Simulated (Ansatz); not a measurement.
# Mg started on an O site in rocksalt MgO, 64 atoms, charge +3

All numbers come from Ansatz (PAW, plane waves, no spin–orbit coupling) at the single k point (¼, ¼, ¼) without its symmetry partners. The atoms were relaxed with PBEsol in a fixed cell; other functionals are single points on those atoms unless said otherwise. The valence top and gap of the host come from its small cell on a dense mesh, with the band extrema sought between the mesh points, lined up by the mean potential, PBEsol gap 4.62 eV, HSE06 gap 6.46 eV. The charge correction uses an assumed dielectric constant of 9.8.

Relaxed structure:

```xyz
64
Lattice="8.4288 0.0000 0.0000 0.0000 8.4288 0.0000 0.0000 0.0000 8.4288" Properties=species:S:1:pos:R:3 pbc="T T T"
O     2.0962    8.4049    0.0285
O     2.0989    0.0996    4.2262
O     2.0975    4.2073    8.3327
O     6.3082    8.4177    0.0160
O     6.2954    8.4047    4.2280
O     6.2954    4.2059    0.0286
O     6.4186    4.2084    4.2266
O     0.0027    2.1124    0.0112
O     0.0237    2.1331    4.2173
O     8.4238    6.2981    0.0253
O     8.4115    6.3143    4.2395
O     4.1888    2.1044    0.0254
O     4.2047    2.0921    4.2399
O     4.1931    6.3028    0.0098
O     4.1205    6.2302    4.2339
O     8.4240    8.4083    2.1346
O     0.0024    8.4227    6.3219
O     8.4089    4.1929    2.1201
O     0.0240    4.2160    6.2997
O     4.1927    8.4234    2.1321
O     4.1893    8.4083    6.3283
O     4.1252    4.1994    2.1971
O     4.2046    4.1939    6.3443
O     2.0833    2.0900    2.1200
O     2.1065    2.1333    6.2998
O     2.0896    6.2341    2.1981
O     2.0848    6.3143    6.3439
O     6.2987    2.1044    2.1346
O     6.3130    2.1122    6.3217
O     6.3140    6.3025    2.1320
O     6.2989    6.2986    6.3285
Mg    2.9081    5.0166    3.4092
Mg    8.4037    8.4171    0.0162
Mg    8.3525    0.0561    4.2248
Mg    8.3507    4.2088    8.3756
Mg    8.3514    4.2058    4.2275
Mg    4.2153    0.0008    0.0040
Mg    4.2169    0.0085    4.2349
Mg    4.2165    4.1990    8.4266
Mg    4.6118    3.9710    4.4671
Mg    2.0991    2.0316    8.3757
Mg    2.0963    2.0324    4.2277
Mg    2.0893    6.3263    8.4261
Mg    1.8622    6.7210    4.4657
Mg    6.3076    2.0843    0.0162
Mg    6.3754    2.0328    4.2249
Mg    6.3202    6.3250    0.0040
Mg    6.3280    6.3266    4.2350
Mg    2.0892    0.0071    2.1070
Mg    2.0993    0.0566    6.4011
Mg    1.8550    3.9653    1.7087
Mg    2.0967    4.2061    6.4003
Mg    6.3201    0.0007    2.1088
Mg    6.3081    8.4176    6.3493
Mg    6.3259    4.1987    2.1072
Mg    6.3759    4.2089    6.4015
Mg    8.3742    2.0550    2.1081
Mg    8.4179    2.0986    6.3346
Mg    8.3967    6.3156    2.1180
Mg    8.3759    6.3257    6.3771
Mg    4.2058    2.0776    2.1180
Mg    4.2161    2.0564    6.3775
Mg    4.3246    6.4339    1.9995
Mg    4.2061    6.3157    6.3571
```

Chemical potentials μ are those of reference phases of the elements at zero temperature by the same functional (the usual solids, diamond for C, grey Sn, and the molecules H2, N2, O2, F2, Cl2, Br2 and S8).

```
functional  E(defect) − E(host) − Σ nμ + q·E_VBM (eV)  monopole (eV)  alignment (eV)  formation energy at E_F = VBM (eV)  moment (μB)             wall time, shared host
    PBEsol                                       4.00           2.23           -0.57                                5.66          1.0  12 s on NVIDIA GB300 (relaxation)
     HSE06                                       0.98           2.23           -0.50                                2.71          1.0               28 s on NVIDIA GB300
```

Task: How does the monopole term follow by hand for this cubic cell?

Result: q²·α·e²/(4πε₀)/(2εL) with the Madelung constant α = 2.837 and e²/4πε₀ = 14.40 eV·Å: 9 × 2.837 × 14.40 / (2 × 9.8 × 8.429) = 2.23 eV.

HSE06 one-electron levels near the gap (the ten most localised at most), from the host's valence top, not corrected for the charge's images:

```tsv
level (eV)	spin	filling	atoms sharing it	element of the atom with most weight
-0.20	up	1.00	16.6	O
-0.18	up	1.00	14.3	O
-0.18	down	1.00	18.9	O
-0.18	up	1.00	22.8	spread
-0.17	down	1.00	13.4	O
-0.16	down	1.00	22.8	spread
-0.07	up	1.00	21.5	spread
-0.06	down	1.00	22.0	spread
1.70	up	1.00	9.1	Mg
4.05	down	0.00	8.8	Mg
```

All elements are taken at their own reference at once; growth conditions in equilibrium with the host shift these energies, by up to the host's formation enthalpy.

One k point and a cell of this size can leave errors of several tenths of an eV in such numbers.
